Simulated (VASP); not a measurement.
A run of VASP 6.6.1:

INCAR

```
AGGAC = 0.0
ALGO = Fast
EDIFF = 1E-7
EDIFFG = -0.02
ENCUT = 600
GGA = CX
IBRION = 2
ISIF = 3
ISMEAR = -1
LASPH = T
LCHARG = F
LREAL = F
LUSE_VDW = T
LWAVE = F
NELM = 60
NSW = 40
PREC = Accurate
SIGMA = 0.05
```

File KPOINTS:

```
k-points
0
Gamma
  10 10 2
```

The input POSCAR:

```
SiC
1.0
    3.0950000000      0.0000000000      0.0000000000
   -1.5475000000      2.6803486247      0.0000000000
    0.0000000000      0.0000000000     15.1700000000
Si C
6 6
Direct
    0.6666666667      0.3333333333      0.4583000000
    0.3333333333      0.6666666667      0.9583000000
    0.6666666667      0.3333333333      0.7917000000
    0.3333333333      0.6666666667      0.2917000000
    0.0000000000      0.0000000000      0.6250000000
    0.0000000000      0.0000000000      0.1250000000
    0.6666666667      0.3333333333      0.3333000000
    0.3333333333      0.6666666667      0.8333000000
    0.6666666667      0.3333333333      0.6667000000
    0.3333333333      0.6666666667      0.1667000000
    0.0000000000      0.0000000000      0.5000000000
    0.0000000000      0.0000000000      0.0000000000
```

Potentials or basis: VASP PAW PBE potentials, release 64 (Si, C).

Launch:

```bash
$ cat potpaw_PBE.64/Si/POTCAR potpaw_PBE.64/C/POTCAR > POTCAR
$ mpirun -np 1 vasp_std > vasp.out
```

Hardware: 1 thread of Intel(R) Xeon(R) 6975P-C (Granite Rapids) (shared host).

Q: How long does it take, and how much memory?

A: Run time: 11 min on 1 thread of Intel(R) Xeon(R) 6975P-C (Granite Rapids) (shared host), peak memory 0.84 GiB. Counts: scf iterations 46, k points 28, ion steps 4.
